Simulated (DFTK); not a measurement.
Co:

```
Co
1.0
     2.47200    0.00000    0.00000
    -1.23600    2.14081    0.00000
     0.00000    0.00000    4.02114
Co
2
Direct
  0.66667 0.33333 0.75000
  0.33333 0.66667 0.25000
```

Base run:

```yaml
Program: DFTK 0.8.2
Functional: LDA
Potentials_or_basis: SG15 1.2 (PBE)
Cutoff: 1225 eV
k_mesh: 9 × 9 × 5
Occupations: fermi-dirac, width 0.05 eV
Spin: collinear spin, ferromagnetic start
Starting_moments: "[2.0, 2.0] μB"
```

Its results: band gap on the k mesh none (metal or under the smearing width); pressure -19.0 GPa; net moment 3.05 μB per cell; site moments Co +1.52 μB.

Question: After a change of settings the same cell gave: band gap on the k mesh none (metal or under the smearing width); pressure -0.6 GPa; net moment 4.01 μB per cell; site moments Co +2.01 μB. Which change was it?
A. potentials or basis from SG15 1.2 (PBE) to cp2k.nc.sr.lda.v0_1.largecore.gth (LDA, GTH, large core); cutoff from 1225 eV to 2667 eV; k mesh from 9 × 9 × 5 to 7 × 7 × 4; valence electrons from 34 to 18
B. functional from LDA to r2SCAN; k mesh from 9 × 9 × 5 to 7 × 7 × 4
C. functional from LDA to PBEsol
D. functional from LDA to r2SCAN

Answer: A.

Caveats: some runs use coarse meshes; the potentials were made for another functional, which shifts forces and pressure (some runs); GTH potentials come without recommended cutoffs, and this one wasn't checked for convergence (some runs); this set keeps more shells in the core, which shifts pressures and gaps (some runs).

Not every run made on this cell is shown here.
